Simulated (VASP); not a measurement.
Here is a VASP 6.6.1 calculation.

The input INCAR:

```
PREC = Accurate
ENCUT = 600
EDIFF = 1E-7
ISMEAR = 0
SIGMA = 0.03
LREAL = False
LASPH = True
NELM = 80
ALGO = Normal
ISIF = 3
LWAVE = False
LCHARG = False
GGA = PS
IBRION = 2
NSW = 90
EDIFFG = -0.005
KPAR = 2
```

File KPOINTS:

```
regular mesh
0
Gamma
  4 8 6
```

Contents of POSCAR:

```
SnS                                     
1.0
   11.0829687475      0.0000000000      0.0000000000
    0.0000000000      3.9844557026     -0.0000000000
    0.0000000000     -0.0000000000      4.2424904910
  Sn              S             
     4     4
Direct
     0.1183073383210545    0.2500000000000000    0.1134200440550193
     0.3816926616789455    0.7500000000000000    0.6134200440550192
     0.6183073383210547    0.2500000000000000    0.3865799559449807
     0.8816926616789453    0.7500000000000000    0.8865799559449808
     0.8534911899086042    0.2500000000000000    0.4730776793230354
     0.6465088100913958    0.7500000000000000    0.9730776793230351
     0.3534911899086045    0.2500000000000000    0.0269223206769646
     0.1465088100913955    0.7500000000000000    0.5269223206769649
```

Potentials or basis: VASP PAW PBE potentials, release 64 (Sn_d, S).

Command:

```console
$ cat potpaw_PBE.64/Sn_d/POTCAR potpaw_PBE.64/S/POTCAR > POTCAR
$ mpirun -np 2 vasp_std > vasp.out
```

(1) Predict the band gap on the k mesh.

(2) Predict the relaxed cell.

(3) Estimate the space group after relaxing (to 0.05 Å).

Results:

(1) 0.72 eV, indirect (least direct gap 1.08 eV).

(2) a = 11.102 Å, b = 3.986 Å, c = 4.230 Å, α = 90.00°, β = 90.00°, γ = 90.00°.

(3) Pnma (No. 62).

Caveat: spin-orbit coupling is left out, which moves the levels of the heavy elements.
